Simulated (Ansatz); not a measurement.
An Ansatz input and the part of its output that reports the observables at the nuclei.

The cell is an entry of the Crystallography Open Database (COD), relaxed with PBE at fixed cell and then changed (z compressed by 3 %, ions relaxed).

```yaml
crystal:
  lattice:
    - [3.076, 0.0, 0.0]
    - [-1.538, 2.663894142, 0.0]
    - [0.0, 0.0, 4.89656]
  atoms:
    - { symbol: Si, position: [0.3333333333, 0.6666666667, 0.0044955126] }
    - { symbol: Si, position: [0.6666666667, 0.3333333333, 0.5044955126] }
    - { symbol: C, position: [0.3333333333, 0.6666666667, 0.3805044874] }
    - { symbol: C, position: [0.6666666667, 0.3333333333, 0.8805044874] }
kpoints:
  mp_grid: { grid: [16, 16, 9] }
scf:
  occupations: { method: fermi_dirac, width: 0.02 }
hamiltonian:
  xc: pbe
  pseudopotentials: { kind: paw }
output:
  forces: true
  stress: true
  populations: true
  efg: { contact_densities: true }
  write_density: true
  write_potential: true
  elf: true
  volumetric_format: npy
relax:
  f_tol: 0.02
  max_steps: 60
```

```sh
ansatz run input.yaml --threads 1 --pin off --max-ram 3072MiB --backend cpu --events-out ev --progress --plain --runs-dir out
```

The run relaxes the ions first, and the block belongs to the relaxed positions.

Of the output, the block on the nuclei alone is shown; the set-up, the SCF iterations, energies, forces and stress are cut. One atom of each set with nearly equal values is shown.

```
--- PAW observables at the nuclei: V_zz in 10²¹ V/m², potentials from the cell's mean, atoms counted from 1 ---
  atom   1  Si V_zz =    -0.058143   η = 0.0000   by run symmetry: allowed
            electrostatic potential = -1362.732548 V   contact ρ = 12806.945557 e/Å³
  atom   3  C  V_zz =    -0.224946   η = 0.0000   by run symmetry: allowed
            electrostatic potential = -419.316576 V   contact ρ = 866.858154 e/Å³
```

The relaxation (4 steps) took 31 s of wall time (31 s of CPU time) and 0.41 GiB at its peak, on 1 thread of Arm Neoverse V1 (aarch64; 8 cores open to the job, memory cap 3.0 GiB, no GPU), a shared host with a load of 0.5 a core.

At this changed cell the PBE pressure is 11 GPa.
